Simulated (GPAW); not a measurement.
Crystal: W.

```xyz
1
Lattice="0.0000 2.0300 2.0300 2.0300 0.0000 2.0300 2.0300 2.0300 0.0000" Properties=species:S:1:pos:R:3 pbc="T T T"
W     0.0000    0.0000    0.0000
```

This isn't the form of W at room conditions, which is bcc.

| Item | Value |
| --- | --- |
| Program | GPAW 26.7.0 |
| Task | relaxation of cell and atoms |
| Functional | r2SCAN |
| Potentials or basis | GPAW PAW data sets (gpaw-data 1.2.1) |
| Cutoff | 600 eV |
| Basis | pw |
| k mesh | 11 × 11 × 11 |
| Occupations | fermi-dirac, width 0.05 eV |
| Spin | no spin polarisation |

At the start: pressure -8.2 GPa; volume 16.73 Å³/atom.

Task: How do energy, volume and symmetry change on relaxing?

Result: Over 3 steps the energy falls by 13.2 meV/atom and the volume is 16.25 Å³/atom (-2.9 %); space group Fm-3m (No. 225, to 0.05 Å).

Step by step:
```
step  energy change (eV)  largest force (eV/Å)  pressure (GPa)  volume (Å³)
   1              0.0000                0.0000           -8.18        16.73
   2             -0.0126                0.0000            2.17        16.13
   3             -0.0132                0.0000           -0.08        16.25
```

Final structure:
```xyz
1
Lattice="0.0000 2.0104 2.0104 2.0104 0.0000 2.0104 2.0104 2.0104 0.0000" Properties=species:S:1:pos:R:3 pbc="T T T"
W     0.0000    0.0000    0.0000
```

Caveat: later steps reuse the first step's grids; the PAW data sets were made with another functional, which shifts forces and pressure a little.
